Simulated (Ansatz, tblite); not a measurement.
# ZnSe with GFN1-xTB from a Python script

These are simulated results from tblite 0.8.0, not measurements. The cell was built from a prototype and was relaxed with r2SCAN in plane waves (Ansatz 0.2.0). Not every such cell is a known phase. All runs are without spin polarisation.

It is hexagonal, P6_3/mmc (No. 194); a = 3.780 Å, c = 6.132 Å in the conventional setting, 18.97 Å³ an atom. Zn has 6 Se at 2.67 Å; Se has 6 Zn at 2.67 Å.

tblite solves periodic systems at the zone centre alone, so the script builds a cluster of 3×3×2 conventional cells (72 atoms), which folds in a coarse mesh of k points.

run.py reads:

```python
import json
from ase import Atoms
from ase.build import make_supercell
from ase.units import Bohr, GPa, Hartree
from tblite.interface import Calculator

atoms = Atoms(['Zn', 'Zn', 'Se', 'Se'],
              cell=[[3.77966976, 0.0, 0.0], [-1.88983488, 3.27329003, 0.0], [0.0, 0.0, 6.1318974]],
              scaled_positions=[[0.0, 0.0, 0.0], [0.0, 0.0, 0.5], [0.333333333, 0.666666667, 0.25], [0.666666667, 0.333333333, 0.75]],
              pbc=True)
cluster = make_supercell(atoms, [[3, 0, 0], [0, 3, 0], [0, 0, 2]])
calc = Calculator('GFN1-xTB', cluster.numbers, cluster.positions / Bohr, lattice=cluster.cell[:] / Bohr, periodic=cluster.pbc)
calc.set('temperature', 0.02 / Hartree)
calc.set('max-iter', 150)
res = calc.singlepoint()
levels = res.get('orbital-energies') * Hartree
nv = round(res.get('orbital-occupations').sum() / 2)
cells = len(cluster) // len(atoms)
out = {'energy_per_cell': res.get('energy') * Hartree / cells, 'homo': levels[nv - 1], 'lumo': levels[nv],
       'stress': (-res.get('virial') * Hartree / cluster.get_volume() / GPa).tolist(), 'charges': res.get('charges')[:len(atoms)].tolist(), 'electrons': 2 * nv / cells}
json.dump(out, open('results.json', 'w'))
for key, value in out.items():
    print(key, value)
```

Command: `python run.py`. It took 6.4 s on 1 thread of Intel(R) Xeon(R) Platinum 8375C CPU @ 2.90GHz (Ice Lake) (shared host), peak memory 0.12 GiB.

The log:

```
------------------------------------------------------------
  cycle        total energy    energy error   density error
------------------------------------------------------------
      1     -150.6544976349  -1.5003566E+02   6.3206219E-01
      2     -151.4427858784  -7.8828824E-01   2.9404021E-01
      3     -151.8061116226  -3.6332574E-01   2.1010855E-01
      4     -152.0492653233  -2.4315370E-01   2.6023282E-02
      5     -151.9163014097   1.3296391E-01   4.9947323E-02
      6     -152.0541685886  -1.3786718E-01   1.3275212E-02
      7     -152.0594031003  -5.2345117E-03   4.7309367E-03
      8     -152.0604745184  -1.0714181E-03   2.1111875E-03
      9     -152.0606084989  -1.3398044E-04   6.8916566E-04
     10     -152.0606154226  -6.9237033E-06   4.3386988E-04
     11     -152.0606143115   1.1111059E-06   3.5273643E-04
     12     -152.0606172212  -2.9096981E-06   1.6158159E-04
     13     -152.0606185110  -1.2898024E-06   5.2919580E-05
     14     -152.0606186731  -1.6212107E-07   1.9957933E-05
------------------------------------------------------------

 total:                                   5.797 sec
energy_per_cell -229.87667743433107
homo -10.191683327421156
lumo -10.070897995765797
stress [[8.498517803202708, -9.176137672250259e-05, -1.0746468434246767e-06], [-9.176137672248843e-05, 8.498411857358278, -1.1599439629615905e-06], [-1.0746468434709959e-06, -1.159943962889069e-06, 7.897731753748076]]
charges [0.1336030935846546, 0.13359841650357918, -0.13356855675269225, -0.1336238761831992]
electrons 16.0
```

The cycle table is in hartree for the whole cluster, and the lines after it are in eV (the energy for one cell). The printed stress is in GPa and positive in compression, and the pressure is its mean diagonal.

GFN1-xTB gives a gap of 0.12 eV. On the same cell, plane-wave PBE (Ansatz, 12×12×4 k points and the special points) gives no gap (an overlap of 0.42 eV at the points read) and r2SCAN no gap (an overlap of 0.01 eV at the points read); on shared hosts these took about 6.9 and 17 core-seconds on the 4-atom cell, against 6.4 for the script. xTB was fitted to molecules, so gaps, charges and pressures of solids can be far off, and the gap also depends on the size of the cluster.

The same script was run on cells scaled at fixed shape and fractional coordinates:

| volume (Å³/atom) | energy (meV/atom) | pressure (GPa, positive in compression) | gap (eV) |
| --- | --- | --- | --- |
| 16.69 | 210.8 | 22.77 | 0.19 |
| 17.83 | 79.9 | 14.50 | 0.15 |
| 18.97 | 0.0 | 8.30 | 0.12 |
| 20.10 | -41.5 | 3.61 | 0.09 |
| 21.24 | -53.9 | 0.07 | 0.07 |

The minimum lies beyond the largest of these volumes.

xTB was fitted mostly to molecules, and a small cluster samples few k points, so gaps, pressures and kinks along a curve can be far from a solid's.

The runs are scalar-relativistic, without spin-orbit coupling.
